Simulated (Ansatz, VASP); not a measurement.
## One calculation of BaZrO3, two programs

The input POSCAR:

```
BaZrO3
1.0
    2.9559015618      1.7065905624      2.4135561838
   -2.9559015618      1.7065905624      2.4135561838
    0.0000000000     -3.4131811248      2.4135561838
Ba Zr O
1 1 3
Direct
    0.0038016312      0.0038016312      0.0038016312
    0.5038283432      0.5038283432      0.5038283432
    0.5038650763      0.5038650763      0.0038398729
    0.0038398729      0.5038650763      0.5038650763
    0.5038650763      0.0038398729      0.5038650763
```

File INCAR.step1:

```
PREC = Accurate
ENCUT = 520
ISMEAR = 0
SIGMA = 0.02
LREAL = F
LASPH = T
NELM = 60
NBANDS = 28
GGA = PE
ALGO = Normal
EDIFF = 1E-4
LWAVE = T
LCHARG = F
```

Contents of INCAR.step2:

```
PREC = Accurate
ENCUT = 520
EDIFF = 1E-6
ISMEAR = 0
SIGMA = 0.02
LREAL = F
LASPH = T
NELM = 60
ALGO = Normal
ISIF = 2
LWAVE = F
LCHARG = F
METAGGA = R2SCAN
LMIXTAU = T
NBANDS = 28
ISTART = 1
```

The input KPOINTS:

```
Automatic mesh
0
Gamma
  6 6 6
```

Input for Ansatz:

```yaml
crystal:
  lattice:
    - [2.9559015618, 1.7065905624, 2.4135561838]
    - [-2.9559015618, 1.7065905624, 2.4135561838]
    - [0.0, -3.4131811248, 2.4135561838]
  atoms:
    - { symbol: Ba, position: [0.0038016312, 0.0038016312, 0.0038016312] }
    - { symbol: Zr, position: [0.5038283432, 0.5038283432, 0.5038283432] }
    - { symbol: O, position: [0.5038650763, 0.5038650763, 0.0038398729] }
    - { symbol: O, position: [0.0038398729, 0.5038650763, 0.5038650763] }
    - { symbol: O, position: [0.5038650763, 0.0038398729, 0.5038650763] }
basis:
  ecutwfc: 500
kpoints:
  mp_grid: { grid: [6, 6, 6] }
  band_path:
    path:
      - [0.0, 0.0, 0.0]
      - [-1.00357e-05, 0.0, -0.4999999999]
      - [-2.00717e-05, -0.5, -0.5000100358]
      - [0.4999799281, -0.5, -0.5000100358]
      - [0.489583, -0.5, -0.5]
    npoints: 1
hamiltonian:
  xc: r2scan
scf:
  occupations: { method: gaussian, width: 0.02 }
  n_extra_bands: 5
output:
  forces: true
  stress: true
  eigenvalues: true
  write_density: true
  write_potential: true
  elf: true
  volumetric_format: npy
```

Alike in both runs: task single point; functional r2SCAN; k mesh 6 × 6 × 6; occupations gaussian, width 0.02 eV; no spin polarisation.

|  | VASP | Ansatz |
| --- | --- | --- |
| version | VASP 6.6.1 | Ansatz 0.2.0 |
| potentials or method | VASP PAW PBE potentials, release 64 (Ba_sv, Zr_sv, O) | scalar-relativistic, plane waves, PAW |
| plane-wave cutoff (eV) | 520 | 500 |
| valence electrons in the cell | 40 | 40 |

VASP gave:

| Property | Result |
| --- | --- |
| gap on the k mesh at the Fermi level (eV) | 3.72 |
| least direct gap on the mesh (eV) | 3.96 |
| pressure (GPa) | 4.1 |

Task: What did Ansatz give for the same quantities?

Result: gap on the k mesh at the Fermi level (eV): 3.78; least direct gap on the mesh (eV): 3.98; pressure (GPa): 3.0.

The functional is the same, so the differences come from potentials, cutoffs and numerics.

Caveats: the PAW data sets were made with another functional, which shifts forces and pressure a little (VASP); spin-orbit coupling is left out, which moves the levels of the heavy elements. A k mesh can miss the band edges.
